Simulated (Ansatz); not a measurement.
Runs of Ansatz 0.2.0 on TiH2. The structure is tetragonal, space group I4/mmm (No. 139). The conventional cell has a = 3.193 Å, b = 3.193 Å, c = 4.267 Å, α = 90.00°, β = 90.00°, γ = 90.00°. Ti (site symmetry 4/mmm) is surrounded by 8 H at 1.92 Å. H (site symmetry -4m2) has 4 Ti at 1.92 Å and 2 H at 2.13 Å as nearest neighbours. 

```tsv
task	level	spin	U	cell	cutoff (eV)	smearing	hubbard projectors	double counting	gap on the mesh (eV)	pressure (GPa)
density of states	LDA	off	-	as given	420	gaussian 0.1 eV	-	-	none	-8.9
projected density of states	r2SCAN+U	off	Ti d U = 1 eV	as given	500	fermi-dirac 0.05 eV	ortho-atomic (the default)	fll (the default)	none	-1.7
projected density of states	r2SCAN+U	off	Ti d U = 4 eV	as given	500	fermi-dirac 0.05 eV	ortho-atomic (the default)	fll (the default)	none	9.8
relaxation of cell and atoms	r2SCAN+D4	off	-	relaxed	500	fermi-dirac 0.05 eV	-	-	none	0.0
single point	LDA	off	-	as given	420	gaussian 0.05 eV	-	-	none	(b)
projected density of states	r2SCAN	off	-	as given	500	fermi-dirac 0.05 eV	-	-	none	-2.8
projected density of states	r2SCAN+U	off	Ti d U = 2 eV	as given	500	fermi-dirac 0.05 eV	ortho-atomic (the default)	fll (the default)	none	(a)
density of states	BLYP	non-collinear, ferromagnetic start	-	as given	420	tetrahedron	-	-	none	3.7
```

Alike in all rows: potentials or basis Ansatz PAW; k mesh 12 × 12 × 12.

Question: Fill in the values left out.

Answer: (a) -0.3; (b) -9.0.

Caveats: the PAW data sets come from PBE, with cores solved anew for the run's functional, which leaves a small shift of forces and pressure; the density of states is complete only up to the lowest level of the last band computed (some runs); U without spin polarisation on a metal has little footing (some runs); the U is typed as a test and isn't derived for this compound (some runs); the plane-wave basis is chosen anew once the cell has moved, so the energies of steps on either side of that aren't comparable (some runs); pairwise dispersion overbinds metals, which lowers pressure and volume (some runs); the potentials were made for another functional, which shifts forces and pressure (some runs).

A k mesh can miss the band edges.

A gap of «none» marks a metal or a gap under the smearing width.

Not every run made on this cell is shown here.
